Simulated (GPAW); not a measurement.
AlCu:

```
Cu Al
1.0
     2.99751    0.00000    0.00000
     0.00000    2.99751    0.00000
     0.00000    0.00000    2.99751
Cu Al
1 1
Cartesian
  1.4988 1.4988 1.4988
  0.0000 0.0000 0.0000
```

The cell comes from a database or a generator and needn't be the stable form of this composition.

- Program: GPAW 26.7.0
- Task: relaxation of cell and atoms
- Functional: PBEsol
- Potentials or basis: PAW data sets generated in the run's folder for this functional
- Cutoff: 600 eV
- Basis: pw
- k mesh: 9 × 9 × 9
- Occupations: fermi-dirac, width 0.05 eV
- Spin: no spin polarisation

At the start: pressure -3.8 GPa; volume 13.47 Å³/atom.

**Question.** Where does the relaxation end?

**Answer.** Over 3 steps the energy falls by 5.2 meV/atom and the volume is 13.01 Å³/atom (-3.4 %); space group Pm-3m (No. 221, to 0.05 Å).

Step by step:
```tsv
step	energy change (eV)	largest force (eV/Å)	pressure (GPa)	volume (Å³)
1	0.0000	0.0000	-3.83	26.93
2	-0.0039	0.0000	-3.09	26.75
3	-0.0105	0.0000	0.16	26.02
```

Final structure:
```cif
data_structure
_symmetry_space_group_name_H-M 'P 1'
_symmetry_Int_Tables_number 1
_cell_length_a 2.9632
_cell_length_b 2.9632
_cell_length_c 2.9632
_cell_angle_alpha 90.000
_cell_angle_beta 90.000
_cell_angle_gamma 90.000
_cell_volume 26.02
loop_
_atom_site_label
_atom_site_type_symbol
_atom_site_fract_x
_atom_site_fract_y
_atom_site_fract_z
_atom_site_occupancy
Cu1 Cu 0.50000 0.50000 0.50000 1
Al1 Al 0.00000 0.00000 0.00000 1
```

Caveat: with this Cu data set, volumes or pressures lay over 1.5 % or 2 GPa off other programs in two to four cells of ten; later steps reuse the first step's grids.
